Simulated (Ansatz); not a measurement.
## Structures of WSe2: which is lowest?

Plane-wave DFT in Ansatz with scalar-relativistic PAW potentials, cutoff 500 eV, Γ-centred meshes chosen by cell and gap, Gaussian smearing with energies taken to zero width. Every cell was relaxed (cell and atoms) in a run of its own, within the symmetry of its start. Functional: r2SCAN.

Relaxed structures (starts from databases or built by putting these elements on another compound's sites):
A. P-6m2, 3 atoms in the computed cell, a = 3.314 Å, c = 16.659 Å; sites (symmetry × multiplicity) W -6m2 × 1, Se 3m. × 2; start: database
B. P6_3/mmc, 6 atoms in the computed cell, a = 3.315 Å, c = 13.711 Å; sites (symmetry × multiplicity) W -6m2 × 2, Se 3m. × 4; start: database
C. P-3m1, 6 atoms in the computed cell, a = 3.315 Å, c = 24.082 Å; sites (symmetry × multiplicity) W 3m. × 2, Se 3m. × 2 + 3m. × 2; start: database

**Question.** Rank them by energy. Could pressure change the order?

**Answer.**
| structure | group | E − E(lowest) (meV/atom) | V (Å³/atom) | gap on mesh (eV) |
| --- | --- | --- | --- | --- |
| B | P6_3/mmc | 0.0 | 21.75 | 1.34 |
| C | P-3m1 | 7.9 | 38.19 | 1.60 |
| A | P-6m2 | 15.8 | 52.83 | 1.64 |

B is lowest, 8 meV/atom under C. The lowest is also the densest of these, so pressure wouldn't bring one of the others in at first order. Other structures may lie lower than all of these, and vibrations aren't counted.

Spin-orbit coupling is left out, which matters for the bands of heavy elements. Each cell of WSe2 holds layers, and where no dispersion correction was added their binding is poorly described.